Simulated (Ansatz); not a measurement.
# C62N (NV centre in diamond, charge -1, 64-site cell): the cost of one run

Program: Ansatz 0.2.0. Level of theory: DFT PBE, scalar-relativistic, plane waves, PAW, and further levels as typed in the inputs. These are calculated values, not measurements.

## 1. Starting point

It takes space group R3m (No. 160, trigonal). The conventional cell has a = 10.138 Å, b = 10.138 Å, c = 12.416 Å, α = 90.00°, β = 90.00°, γ = 120.00°. N (site symmetry 3m) has 3 C at 1.55 Å as nearest neighbours. C (site symmetry m) is surrounded by 3 C at 1.55 Å. Around C (site symmetry m) lie 4 C at 1.55 Å. C (site symmetry 1) is surrounded by 4 C at 1.55 Å. Around C (site symmetry m) lie 3 C at 1.55 Å and 1 N at 1.55 Å. Only part of the 19 independent sites is listed.

The input asks for a charge of -1 e on the cell.

Structure file:

```cif
data_structure
_symmetry_space_group_name_H-M 'P 1'
_symmetry_Int_Tables_number 1
_cell_length_a 7.1686
_cell_length_b 7.1686
_cell_length_c 7.1686
_cell_angle_alpha 90.000
_cell_angle_beta 90.000
_cell_angle_gamma 90.000
_cell_volume 368.38
loop_
_atom_site_label
_atom_site_type_symbol
_atom_site_fract_x
_atom_site_fract_y
_atom_site_fract_z
_atom_site_occupancy
N1 N 0.62500 0.62500 0.62500 1
C1 C 0.62500 0.37500 0.37500 1
C2 C 0.37500 0.62500 0.37500 1
C3 C 0.37500 0.37500 0.62500 1
C4 C 0.50000 0.25000 0.25000 1
C5 C 0.50000 0.25000 0.75000 1
C6 C 0.50000 0.75000 0.25000 1
C7 C 0.50000 0.75000 0.75000 1
C8 C 0.25000 0.50000 0.25000 1
C9 C 0.25000 0.50000 0.75000 1
C10 C 0.75000 0.50000 0.25000 1
C11 C 0.75000 0.50000 0.75000 1
C12 C 0.25000 0.25000 0.50000 1
C13 C 0.25000 0.75000 0.50000 1
C14 C 0.75000 0.25000 0.50000 1
C15 C 0.75000 0.75000 0.50000 1
C16 C 0.12500 0.62500 0.62500 1
C17 C 0.62500 0.12500 0.62500 1
C18 C 0.62500 0.62500 0.12500 1
C19 C 0.12500 0.37500 0.37500 1
C20 C 0.62500 0.37500 0.87500 1
C21 C 0.62500 0.87500 0.37500 1
C22 C 0.37500 0.12500 0.37500 1
C23 C 0.37500 0.62500 0.87500 1
C24 C 0.87500 0.62500 0.37500 1
C25 C 0.37500 0.37500 0.12500 1
C26 C 0.37500 0.87500 0.62500 1
C27 C 0.87500 0.37500 0.62500 1
C28 C 0.00000 0.50000 0.50000 1
C29 C 0.50000 0.00000 0.50000 1
C30 C 0.50000 0.50000 0.00000 1
C31 C 0.12500 0.12500 0.62500 1
C32 C 0.12500 0.62500 0.12500 1
C33 C 0.62500 0.12500 0.12500 1
C34 C 0.12500 0.37500 0.87500 1
C35 C 0.12500 0.87500 0.37500 1
C36 C 0.62500 0.87500 0.87500 1
C37 C 0.37500 0.12500 0.87500 1
C38 C 0.87500 0.12500 0.37500 1
C39 C 0.87500 0.62500 0.87500 1
C40 C 0.37500 0.87500 0.12500 1
C41 C 0.87500 0.37500 0.12500 1
C42 C 0.87500 0.87500 0.62500 1
C43 C 0.00000 0.25000 0.25000 1
C44 C 0.00000 0.25000 0.75000 1
C45 C 0.00000 0.75000 0.25000 1
C46 C 0.00000 0.75000 0.75000 1
C47 C 0.25000 0.00000 0.25000 1
C48 C 0.25000 0.00000 0.75000 1
C49 C 0.75000 0.00000 0.25000 1
C50 C 0.75000 0.00000 0.75000 1
C51 C 0.25000 0.25000 0.00000 1
C52 C 0.25000 0.75000 0.00000 1
C53 C 0.75000 0.25000 0.00000 1
C54 C 0.75000 0.75000 0.00000 1
C55 C 0.12500 0.12500 0.12500 1
C56 C 0.12500 0.87500 0.87500 1
C57 C 0.87500 0.12500 0.87500 1
C58 C 0.87500 0.87500 0.12500 1
C59 C 0.00000 0.00000 0.50000 1
C60 C 0.00000 0.50000 0.00000 1
C61 C 0.50000 0.00000 0.00000 1
C62 C 0.00000 0.00000 0.00000 1
```

## 2. Ground state, relaxed

input.yaml reads:

```yaml
crystal:
  lattice:
    - [7.16856, 0.0, 0.0]
    - [0.0, 7.16856, 0.0]
    - [0.0, 0.0, 7.16856]
  atoms:
    - { symbol: "N", position: [0.625, 0.625, 0.625] }
    - { symbol: C, position: [0.625, 0.375, 0.375], spin: 0.666667 }
    - { symbol: C, position: [0.375, 0.625, 0.375], spin: 0.666667 }
    - { symbol: C, position: [0.375, 0.375, 0.625], spin: 0.666666 }
    - { symbol: C, position: [0.5, 0.25, 0.25] }
    - { symbol: C, position: [0.5, 0.25, 0.75] }
    - { symbol: C, position: [0.5, 0.75, 0.25] }
    - { symbol: C, position: [0.5, 0.75, 0.75] }
    - { symbol: C, position: [0.25, 0.5, 0.25] }
    - { symbol: C, position: [0.25, 0.5, 0.75] }
    - { symbol: C, position: [0.75, 0.5, 0.25] }
    - { symbol: C, position: [0.75, 0.5, 0.75] }
    - { symbol: C, position: [0.25, 0.25, 0.5] }
    - { symbol: C, position: [0.25, 0.75, 0.5] }
    - { symbol: C, position: [0.75, 0.25, 0.5] }
    - { symbol: C, position: [0.75, 0.75, 0.5] }
    - { symbol: C, position: [0.125, 0.625, 0.625] }
    - { symbol: C, position: [0.625, 0.125, 0.625] }
    - { symbol: C, position: [0.625, 0.625, 0.125] }
    - { symbol: C, position: [0.125, 0.375, 0.375] }
    - { symbol: C, position: [0.625, 0.375, 0.875] }
    - { symbol: C, position: [0.625, 0.875, 0.375] }
    - { symbol: C, position: [0.375, 0.125, 0.375] }
    - { symbol: C, position: [0.375, 0.625, 0.875] }
    - { symbol: C, position: [0.875, 0.625, 0.375] }
    - { symbol: C, position: [0.375, 0.375, 0.125] }
    - { symbol: C, position: [0.375, 0.875, 0.625] }
    - { symbol: C, position: [0.875, 0.375, 0.625] }
    - { symbol: C, position: [0.0, 0.5, 0.5] }
    - { symbol: C, position: [0.5, 0.0, 0.5] }
    - { symbol: C, position: [0.5, 0.5, 0.0] }
    - { symbol: C, position: [0.125, 0.125, 0.625] }
    - { symbol: C, position: [0.125, 0.625, 0.125] }
    - { symbol: C, position: [0.625, 0.125, 0.125] }
    - { symbol: C, position: [0.125, 0.375, 0.875] }
    - { symbol: C, position: [0.125, 0.875, 0.375] }
    - { symbol: C, position: [0.625, 0.875, 0.875] }
    - { symbol: C, position: [0.375, 0.125, 0.875] }
    - { symbol: C, position: [0.875, 0.125, 0.375] }
    - { symbol: C, position: [0.875, 0.625, 0.875] }
    - { symbol: C, position: [0.375, 0.875, 0.125] }
    - { symbol: C, position: [0.875, 0.375, 0.125] }
    - { symbol: C, position: [0.875, 0.875, 0.625] }
    - { symbol: C, position: [0.0, 0.25, 0.25] }
    - { symbol: C, position: [0.0, 0.25, 0.75] }
    - { symbol: C, position: [0.0, 0.75, 0.25] }
    - { symbol: C, position: [0.0, 0.75, 0.75] }
    - { symbol: C, position: [0.25, 0.0, 0.25] }
    - { symbol: C, position: [0.25, 0.0, 0.75] }
    - { symbol: C, position: [0.75, 0.0, 0.25] }
    - { symbol: C, position: [0.75, 0.0, 0.75] }
    - { symbol: C, position: [0.25, 0.25, 0.0] }
    - { symbol: C, position: [0.25, 0.75, 0.0] }
    - { symbol: C, position: [0.75, 0.25, 0.0] }
    - { symbol: C, position: [0.75, 0.75, 0.0] }
    - { symbol: C, position: [0.125, 0.125, 0.125] }
    - { symbol: C, position: [0.125, 0.875, 0.875] }
    - { symbol: C, position: [0.875, 0.125, 0.875] }
    - { symbol: C, position: [0.875, 0.875, 0.125] }
    - { symbol: C, position: [0.0, 0.0, 0.5] }
    - { symbol: C, position: [0.0, 0.5, 0.0] }
    - { symbol: C, position: [0.5, 0.0, 0.0] }
    - { symbol: C, position: [0.0, 0.0, 0.0] }
magnetization:
  spin_polarized: true
total_charge: -1
scf:
  occupations: { method: explicit, values: { up: [[1, 1, 1]], down: [[1, 0, 0]] } }
  n_extra_bands: 6
output:
  forces: true
  stress: true
  eigenvalues: true
kpoints:
  mp_grid: { grid: [1, 1, 1] }
hamiltonian:
  xc: pbe
relax:
  f_tol: 0.005
  max_steps: 60
```

The run is started by

```console
$ ansatz run input.yaml --threads 8 --pin off --max-ram 16384MiB --backend cpu --events-out ev --progress --plain --runs-dir out
```

Q: Estimate wall time and peak memory on 8 threads of Intel Xeon Platinum 8488C (Sapphire Rapids), shared host.

About 12 s, with a peak of 0.66 GiB.
